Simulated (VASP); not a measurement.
Crystal: Ga2O3.

```
Ga O
1.0
     2.49973    1.44322    4.50032
    -2.49973    1.44322    4.50032
     0.00000   -2.88643    4.50032
Ga O
4 6
Direct
  0.35596 0.35596 0.35596
  0.14404 0.14404 0.14404
  0.64404 0.64404 0.64404
  0.85596 0.85596 0.85596
  0.55260 0.94740 0.25000
  0.25000 0.55260 0.94740
  0.94740 0.25000 0.55260
  0.44740 0.05260 0.75000
  0.75000 0.44740 0.05260
  0.05260 0.75000 0.44740
```

| Property | Result |
| --- | --- |
| Program | VASP 6.6.1 |
| Task | relaxation of cell and atoms |
| Functional | PBE |
| Dispersion | D3(BJ) |
| Potentials or basis | VASP PAW PBE potentials, release 64 (Ga_d, O) |
| Cutoff | 600 eV |
| k mesh | 7 × 7 × 7 |
| Occupations | gaussian, width 0.03 eV |
| Spin | no spin polarisation |

At the start: pressure 4.1 GPa; volume 9.74 Å³/atom.

Question: Where does the relaxation end?

Answer: Over 6 steps the energy falls by 2.5 meV/atom and the volume is 9.93 Å³/atom (+1.9 %); space group R-3c (No. 167, to 0.05 Å).

Step by step:
| step | energy change (eV) | largest force (eV/Å) | pressure (GPa) | volume (Å³) |
| --- | --- | --- | --- | --- |
| 1 | 0.0000 | 0.0507 | 4.10 | 97.41 |
| 2 | -0.0061 | 0.0101 | -3.51 | 100.97 |
| 3 | -0.0246 | 0.0253 | -0.05 | 99.30 |
| 4 | -0.0246 | 0.0250 | -0.19 | 99.34 |
| 5 | -0.0249 | 0.0051 | -0.11 | 99.31 |
| 6 | -0.0249 | 0.0046 | -0.04 | 99.30 |

Final structure:
```yaml
crystal:
  lattice:
    - [2.51958, 1.45468, 4.51527]
    - [-2.51958, 1.45468, 4.51527]
    - [0.00000, -2.90936, 4.51527]
  atoms:
    - { symbol: Ga, position: [0.35597, 0.35597, 0.35597] }
    - { symbol: Ga, position: [0.14403, 0.14403, 0.14403] }
    - { symbol: Ga, position: [0.64403, 0.64403, 0.64403] }
    - { symbol: Ga, position: [0.85597, 0.85597, 0.85597] }
    - { symbol: O, position: [0.55318, 0.94682, 0.25000] }
    - { symbol: O, position: [0.25000, 0.55318, 0.94682] }
    - { symbol: O, position: [0.94682, 0.25000, 0.55318] }
    - { symbol: O, position: [0.44682, 0.05318, 0.75000] }
    - { symbol: O, position: [0.75000, 0.44682, 0.05318] }
    - { symbol: O, position: [0.05318, 0.75000, 0.44682] }
```
